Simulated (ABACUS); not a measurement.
**Se under changes of volume**

One of the cells (27.100 Å³/atom); the others are scaled copies at fixed shape and fractional positions:

```
Se
1.0
     4.35517    0.00000    0.00000
    -2.17759    3.77169    0.00000
     0.00000    0.00000    4.94945
Se
3
Direct
  0.78300 0.78300 0.50000
  0.00000 0.21700 0.83333
  0.21700 0.00000 0.16667
```

| Item | Value |
| --- | --- |
| Program | ABACUS 3.10.1 |
| Functional | PBE |
| Potentials or basis | PseudoDojo NC SR 0.4.1 PBE standard |
| Cutoff | 1184 eV |
| Density cutoff | 4735 eV |
| Basis | plane waves |
| k mesh | 7 × 7 × 6 |
| Occupations | fermi-dirac, width 0.05 eV |
| Spin | no spin polarisation |

| volume (Å³/atom) | energy over the lowest point (meV/atom) | pressure (GPa) | gap on the mesh (eV) | largest force (eV/Å) |
| --- | --- | --- | --- | --- |
| 25.474 | 117.39 | 10.5 | 1.22 | 1.987 |
| 26.016 | ? | ? | ? | ? |
| 26.558 | 58.47 | 7.0 | 1.18 | 1.417 |
| 27.100 | 37.17 | 5.6 | 1.16 | 1.160 |
| 27.642 | 20.62 | 4.2 | 1.14 | 0.919 |
| 28.184 | 8.36 | 3.0 | 1.12 | 0.694 |
| 28.726 | 0.00 | 1.9 | 1.10 | 0.484 |

**Question.** What does the run at 26.016 Å³/atom give?

**Answer.** Energy over the lowest point 85.03 meV/atom; pressure 8.7 GPa; gap on the mesh 1.20 eV; largest force 1.692 eV/Å.

Worked out: A Birch-Murnaghan fit of order 3 (a polynomial in V^(-2/3)) to the other rows has no minimum within the range. It gives 85.02 meV/atom at 26.016 Å³/atom, against the run's 85.03, and -dE/dV = 8.7 GPa, against 8.7. A straight line through the other rows of the gap, of slope -0.999 eV per unit of ln V, gives 1.20 eV, against the run's 1.20.

Energies are extrapolated to zero smearing.

Caveats: an odd mesh through Γ misses points on the zone boundary, where band edges often lie; forces of over 1 eV/Å show positions far from the minimum, so gaps and moduli don't describe the material at rest (some runs). Spin-orbit coupling on Se is left out.
